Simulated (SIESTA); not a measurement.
Input of a SIESTA 5.4.2 run:

File run.py:

```python
from ase import Atoms
from ase.calculators.siesta import Siesta
from ase.units import Ry, GPa

atoms = Atoms(
    ['Cd', 'Cd', 'Se', 'Se'],
    cell=[
        [4.3, 0.0, 0.0],
        [-2.15, 3.7239092363, 0.0],
        [0.0, 0.0, 7.02],
    ],
    scaled_positions=[
        [0.6666666667, 0.3333333333, 0.5],
        [0.3333333333, 0.6666666667, 0.0],
        [0.6666666667, 0.3333333333, 0.885],
        [0.3333333333, 0.6666666667, 0.385],
    ],
    pbc=True,
)

fdf = {
    'SCFMustConverge': False,
    'OccupationFunction': 'FD',
    'ElectronicTemperature': '0.05 eV',
    'MaxSCFIterations': '120',
    'SCF.Mixer.Method': 'Pulay',
    'SCF.Mixer.Weight': '0.25',
    'SCF.Mixer.History': '8',
    'SCF.DM.Tolerance': '5.0e-05',
    'SCF.H.Tolerance': '1.0e-03 eV',
    'WriteForces': 'true',
    'Charge.Mulliken': 'end',
    'BandLinesScale': 'ReciprocalLatticeVectors',
    'BandLines': ['  1    0.000000   0.000000   0.000000  \\Gamma', ' 11    0.500000   0.000000   0.000000  M', '  7    0.333333   0.333333   0.000000  K', ' 13    0.000000   0.000000   0.000000  \\Gamma', '  6    0.000000   0.000000   0.500000  A', ' 11    0.500000   0.000000   0.500000  L', '  7    0.333333   0.333333   0.500000  H', ' 13    0.000000   0.000000   0.500000  A', '  1    0.500000   0.000000   0.500000  L', '  6    0.500000   0.000000   0.000000  M', '  1    0.333333   0.333333   0.000000  K', '  6    0.333333   0.333333   0.500000  H'],
}
calc = Siesta(
    label="CdSe",
    command="siesta < PREFIX.fdf > PREFIX.out",
    pseudo_path="pseudos",
    pseudo_qualifier="",
    xc=('VDW', 'C09'),
    basis_set="DZP",
    mesh_cutoff=800 * Ry,
    energy_shift=0.002 * Ry,
    kpts=[7, 7, 4],
    spin="non-polarized",
    fdf_arguments=fdf,
)
atoms.calc = calc

print(f"energy = {atoms.get_potential_energy():.6f} eV")
free = atoms.get_potential_energy(force_consistent=True)
print(f"free energy = {free:.6f} eV")
print("forces (eV/A):")
print(atoms.get_forces(apply_constraint=False).round(6))
print("stress (GPa, Voigt order, tension positive):", (atoms.get_stress() / GPa).round(4))
```

Potentials or basis: PseudoDojo 0.4 standard (PBE files), DZP (energy shift 0.002 Ry).

Launch:

```console
$ python run.py
```

What does it give for the band gap on the k mesh?

0.83 eV, direct.

What does it give for the band gap along the path?

0.83 eV, direct.

Estimate the largest force.

0.328 eV/Å.

Forces in eV/Å, atoms in the order of the input:
```
Cd   0.000  0.000  0.326
Cd   0.000  0.000  0.326
Se   0.000  0.000 -0.328
Se   0.000  0.000 -0.328
```

Caveat: semicore shells carry a single zeta, which can move pressures by several GPa and volumes by a few percent; the potentials were made for another functional, which shifts forces and pressure; the basis of atomic orbitals isn't converged, which shifts pressures, moduli and gaps.

**What was measured.**

From a printed reference work, data compilation, for a bulk crystal of CdSe at 2 K: band gap 1.841 eV.

Against the measured gap of CdSe, 1.841 eV (2 K; a printed reference work, data compilation), the calculated 0.83 eV is off by -1.01 eV. So large a miss can be the level of theory's own, or it may mean another phase, state or a wrong row. Spin-orbit coupling on Cd, Se is left out. The value is that of vdW-DF-C09 in an atomic basis (PseudoDojo 0.4 standard (PBE files), DZP (energy shift 0.002 Ry)), whose error adds to the functional's,, without temperature or zero-point motion.
